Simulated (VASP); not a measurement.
# ZnS (P6_3mc) in VASP: further runs, part 2 of 2

VASP 6.6.1. The steps go on from the part before.

## (3) Single point, PBEsol (19.22 Å³/atom)

This run uses another cell than the first one, of 19.22 Å³/atom.

INCAR reads:

```
SYSTEM = ZnS
PREC = Accurate
ENCUT = 520
EDIFF = 1E-6
ISMEAR = 0
SIGMA = 0.05
LREAL = .False.
LASPH = .True.
NELM = 60
ALGO = Normal
ISIF = 2
LWAVE = .False.
LCHARG = .True.
GGA = PS
LELF = .True.
LVHAR = .True.
NBANDS = 26
```

KPOINTS reads:

```
regular mesh
0
Gamma
  9 9 6
  0 0 0
```

POSCAR reads:

```
ZnS
1.0
    3.7057312375      0.0000000000      0.0000000000
   -1.8528656188      3.2092573913      0.0000000000
    0.0000000000      0.0000000000      6.4650187169
Zn S
2 2
Direct
    0.3333333333      0.6666666667      0.0054424479
    0.6666666667      0.3333333333      0.5054424479
    0.3333333333      0.6666666667      0.3795575521
    0.6666666667      0.3333333333      0.8795575521
```

Potentials or basis: VASP PAW PBE potentials, release 64 (Zn, S).

The run is started by

```console
cat potpaw_PBE.64/Zn/POTCAR potpaw_PBE.64/S/POTCAR > POTCAR
mpirun -np 1 vasp_std > vasp.out
```

OUTCAR:

```text
SYSTEM = ZnS
   PREC = Accurate
   ENCUT = 520
   EDIFF = 1E-6
   ISMEAR = 0
   LREAL = .False.
   LASPH = .True.
   NELM = 60
   ISIF = 2
   GGA = PS

 ion  position               nearest neighbor table
   1  0.333  0.667  0.005-   4 2.29   4 2.29   4 2.29   3 2.42
   2  0.667  0.333  0.505-   3 2.29   3 2.29   3 2.29   4 2.42
   3  0.333  0.667  0.380-   2 2.29   2 2.29   2 2.29   1 2.42
   4  0.667  0.333  0.880-   1 2.29   1 2.29   1 2.29   2 2.42

  LATTYP: Found a hexagonal cell.
 ALAT       =     3.7057312375
 C/A-ratio  =     1.7446000000

  Lattice vectors:

 A1 = (   3.7057312375,   0.0000000000,   0.0000000000)
 A2 = (  -1.8528656188,   3.2092573913,   0.0000000000)
 A3 = (   0.0000000000,   0.0000000000,   6.4650187169)

Analysis of symmetry for initial positions (statically):
=====================================================================
 Subroutine PRICEL returns:
 Original cell was already a primitive cell.

 Routine SETGRP: Setting up the symmetry group for a
 hexagonal supercell.

 Subroutine GETGRP returns: Found 12 space group operations
 (whereof  6 operations were pure point group operations)
 out of a pool of 24 trial point group operations.

The static configuration has the point symmetry C_3v.
 The point group associated with its full space group is C_6v.

Analysis of symmetry for dynamics (positions and initial velocities):
=====================================================================
 Subroutine PRICEL returns:
 Original cell was already a primitive cell.

 Routine SETGRP: Setting up the symmetry group for a
 hexagonal supercell.

 Subroutine GETGRP returns: Found 12 space group operations
 (whereof  6 operations were pure point group operations)
 out of a pool of 24 trial point group operations.

The dynamic configuration has the point symmetry C_3v.
[... 116 lines left out ...]
   NUPDOWN=      -1.0000    fix difference up-down
   EMIN   =  10.00;   EMAX   =-10.00  energy-range for DOS
   EFERMI =   0.00;   METHOD = LEGACY
   ISMEAR =     0;   SIGMA  =   0.05  broadening in eV -4-tet -1-fermi 0-gaus
   EFERMI_NEDOS =   21; number of points for ismear=-14 and -15
   IALGO  =     38    algorithm
   IMIX   =      4    mixing-type and parameters
     AMIX     =   0.40;   BMIX     =  1.00
     AMIX_MAG =   1.60;   BMIX_MAG =  1.00
  volume/ion in A,a.u.               =      19.22       129.71
  Fermi-wavevector in a.u.,A,eV,Ry     =   1.271236  2.402288 21.987579  1.616041
  Thomas-Fermi vector in A             =   2.404180
   LORBIT       =      0    0 simple, 1 ext, 2 COOP (PROOUT), +10 PAW based schemes
   GGA     = PS    functional components
   LHFCALC =     F    Hartree Fock is set to
   AEXX    =    0.0000 exact exchange contribution
   IVDW    =     0    specifies the selected vdW correction
   LEPSILON=     F    determine dielectric tensor
   LRPA    =     F    only Hartree local field effects (RPA)
 non-spin polarized calculation
 Gauss-broadening in eV      SIGMA  =   0.05
  energy-cutoff  :      520.00
  volume of cell :       76.89
 maximum number of plane-waves:      2088
 NGX is ok and might be reduce to    28
   NGX = 13   NGY = 13   NGZ = 25

 number of electron      35.9999986 magnetization

 Free energy of the ion-electron system (eV)
  ---------------------------------------------------
  ext. energy  EPLUGINS =         0.00000000
  ---------------------------------------------------
  free energy    TOTEN  =       -15.08241570 eV

  energy without entropy =      -15.08241570  energy(sigma->0) =      -15.08241570

 E-fermi :   2.6283     XC(G=0):  -9.9678

 val. band max:        2.3687308604   @ k =   0.0000   0.0000   0.0000
 cond. band min:       4.3230160901   @ k =   0.0000   0.0000   0.0000
 fundamental gap:      1.9542852297
 Fermi energy:         2.6282835781

 k-point     1 :       0.0000    0.0000    0.0000
  band No.  band energies     occupation
      1     -11.0967      2.00000
      2     -10.2467      2.00000
      3      -4.2267      2.00000
      4      -4.2267      2.00000
      5      -4.1981      2.00000
      6      -4.1579      2.00000
[... 685 lines left out ...]
     25      12.2006      0.00000
     26      12.2766      0.00000

 [... further k-points ...]
[... 5 lines left out ...]
  --------------------------------------------------------------------------------------
  -------------------------------------------------------------------------------------
  Total        1.6662341      1.6662341     -2.3952181     -0.0000000      0.0000000      0.0000000
  in kB       34.7214899     34.7214899    -49.9122780     -0.0000000      0.0000000      0.0000000
  external PRESSURE =       6.5102339 kB  Pullay stress =       0.0000000 kB

 VOLUME and BASIS-vectors are now :
 -----------------------------------------------------------------------------
  energy-cutoff  :      520.00
  volume of cell :       76.89
      direct lattice vectors                 reciprocal lattice vectors
     3.705731238  0.000000000  0.000000000     0.269852274  0.155799283  0.000000000
    -1.852865619  3.209257391  0.000000000     0.000000000  0.311598566  0.000000000
     0.000000000  0.000000000  6.465018717     0.000000000  0.000000000  0.154678593

 POSITION                                       TOTAL-FORCE (eV/Angst)
 -----------------------------------------------------------------------------------
     -0.00000      2.13950      0.03519        -0.000000      0.000000      0.334856
      1.85287      1.06975      3.26769         0.000000     -0.000000      0.334856
     -0.00000      2.13950      2.45385         0.000000      0.000000     -0.334856
      1.85287      1.06975      5.68636         0.000000      0.000000     -0.334856
 -----------------------------------------------------------------------------------
    total drift:                               -0.000001     -0.000001      0.001340

  FREE ENERGIE OF THE ION-ELECTRON SYSTEM (eV)
  ---------------------------------------------------
  free  energy   TOTEN  =       -15.0824157019 eV

  energy  without entropy=      -15.0824157019  energy(sigma->0) =      -15.08241570
```

OSZICAR:

```text
N       E                     dE             d eps       ncg     rms          rms(c)
DAV:   1     0.244035492266E+03    0.24404E+03   -0.17012E+04  2496   0.168E+03
DAV:   2     0.830938360509E+01   -0.23573E+03   -0.22509E+03  2580   0.353E+02
DAV:   3    -0.153389019595E+02   -0.23648E+02   -0.23427E+02  2980   0.111E+02
DAV:   4    -0.159085102375E+02   -0.56961E+00   -0.56833E+00  2868   0.174E+01
DAV:   5    -0.159173306691E+02   -0.88204E-02   -0.88175E-02  3054   0.215E+00    0.101E+01
DAV:   6    -0.150957262200E+02    0.82160E+00   -0.17873E+00  3334   0.408E+01    0.768E+00
DAV:   7    -0.150931700689E+02    0.25562E-02   -0.12685E+00  2628   0.692E+00    0.326E+00
DAV:   8    -0.150828319125E+02    0.10338E-01   -0.32845E-02  3258   0.173E+00    0.854E-01
DAV:   9    -0.150822302380E+02    0.60167E-03   -0.10624E-02  3374   0.147E+00    0.219E-01
DAV:  10    -0.150823103362E+02   -0.80098E-04   -0.54150E-04  2990   0.339E-01    0.107E-01
DAV:  11    -0.150824161118E+02   -0.10578E-03   -0.17726E-04  2604   0.883E-02    0.333E-02
DAV:  12    -0.150824157019E+02    0.40986E-06   -0.56204E-06  3192   0.449E-02
   1 F= -.15082416E+02 E0= -.15082416E+02  d E =-.230040E-15
```

stdout:

```text
POSCAR found type information on POSCAR ZnS
 POSCAR found :  2 types and       4 ions
 scaLAPACK will be used
 -----------------------------------------------------------------------------
|                                                                             |
|                                                                             |
|     You enforced a specific xc type in the INCAR file but a different       |
|     I HOPE YOU KNOW WHAT YOU ARE DOING!                                     |
|                                                                             |
 -----------------------------------------------------------------------------

 LDA part: xc-table for (Slater+PW92), standard interpolation
 POSCAR, INCAR and KPOINTS ok, starting setup
 FFT: planning ... GRIDC
 FFT: planning ... GRID_SOFT
 FFT: planning ... GRID
 WAVECAR not read
 entering main loop
```

It took 67 s on 1 thread of Intel Xeon Platinum 8259CL at 2.50GHz (Skylake/Cascade Lake), shared host; peak memory 0.23 GiB.

What came out:

| Quantity | Value |
| --- | --- |
| Free energy | -15.0824 eV |
| Pressure | 0.7 GPa |
| Largest force | 0.335 eV/Å |
| Band gap on the k mesh | 1.95 eV |

Forces on the atoms (eV/Å):
```
Zn   0.000  0.000  0.335
Zn   0.000  0.000  0.335
S    0.000  0.000 -0.335
S    0.000  0.000 -0.335
```

Levels at points of the mesh, in eV from the valence-band top:
```csv
k point,band 15,band 16,band 17,band 18,band 19,band 20,band 21,band 22
"(0.00, 0.00, 0.00)",-0.76,-0.35,0.00,0.00,1.95,3.40,5.87,6.42
"(0.00, 0.00, 0.50)",-0.40,-0.40,-0.40,-0.40,3.68,3.68,6.34,6.34
```

Caveat: the PAW data sets were made with another functional, which shifts forces and pressure a little.

## (4) How close it comes

Step 3. Measured gap of ZnS: 3.911 eV (direct; 4 K; a printed reference work, monograph). This calculation gives 1.95 eV (-1.96 eV). So large a miss can be the level of theory's own, or it may mean another phase, state or a wrong row. The value is that of PBEsol, without temperature or zero-point motion. Semilocal functionals fall short of measured gaps as a rule.
